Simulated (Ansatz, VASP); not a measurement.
## One calculation of Cu, two programs

The input INCAR:

```
SYSTEM = Cu
PREC = Accurate ; ENCUT = 520
EDIFF = 1E-7 ; ISMEAR = -1
SIGMA = 0.05 ; LREAL = .FALSE.
LASPH = .TRUE. ; NELM = 100
ALGO = Normal ; ISIF = 2
LWAVE = .FALSE. ; LCHARG = .TRUE.
GGA = PS ; LELF = .TRUE.
LVHAR = .TRUE. ; NBANDS = 18
```

Contents of KPOINTS:

```
regular mesh
0
G
  12 12 7
  0 0 0
```

The input POSCAR:

```
Cu
1.0
    2.5340966698      0.0000000000      0.0000000000
   -1.2670483349      2.1945920917      0.0000000000
    0.0000000000      0.0000000000      4.1125710000
Cu
2
Direct
    0.6697150000      0.3503390000      0.7439260000
    0.3545910000      0.6668970000      0.2486650000
```

input.yaml

```yaml
crystal:
  lattice:
    - [2.5340966698, 0.0, 0.0]
    - [-1.2670483349, 2.1945920917, 0.0]
    - [0.0, 0.0, 4.112571]
  atoms:
    - { symbol: Cu, position: [0.669715, 0.350339, 0.743926] }
    - { symbol: Cu, position: [0.354591, 0.666897, 0.248665] }
hamiltonian:
  xc: pbesol
  pseudopotentials: { kind: paw }
kpoints:
  mp_grid: { grid: [12, 12, 7] }
scf:
  occupations: { method: fermi_dirac, width: 0.05 }
output:
  forces: true
  stress: true
  eigenvalues: true
```

Change from the starting cell: atoms moved at random, drawn with an rms of 0.05 Å.

Alike in both runs: task single point; functional PBEsol; k mesh 12 × 12 × 7; occupations fermi-dirac, width 0.05 eV; no spin polarisation.

```csv
,VASP,Ansatz
version,VASP 6.6.1,Ansatz 0.2.0
potentials or method,"VASP PAW PBE potentials, release 64 (Cu)",Ansatz PAW
plane-wave cutoff (eV),520,420
valence electrons in the cell,22,38
```

VASP gave:

* gap on the k mesh at the Fermi level (eV): none
* pressure (GPa): -0.6
* largest component of the traceless stress (GPa): 0.85
* rms of the force components (eV/Å): 0.114

Task: Estimate Ansatz's values.

Result: gap on the k mesh at the Fermi level (eV): none; pressure (GPa): -1.3; largest component of the traceless stress (GPa): 0.88; rms of the force components (eV/Å): 0.113.

Atom by atom the forces differ by 0.001 eV/Å (rms over components). A gap of «none» marks a metal or a gap that the smearing closes. The functional is the same, so the differences come from potentials, cutoffs and numerics. The two sets of potentials don't hold the same shells in valence.

Caveats: the PAW data sets were made with another functional, which shifts forces and pressure a little (VASP); the PAW data sets come from PBE, with cores solved anew for the run's functional, which leaves a small shift of forces and pressure (Ansatz).
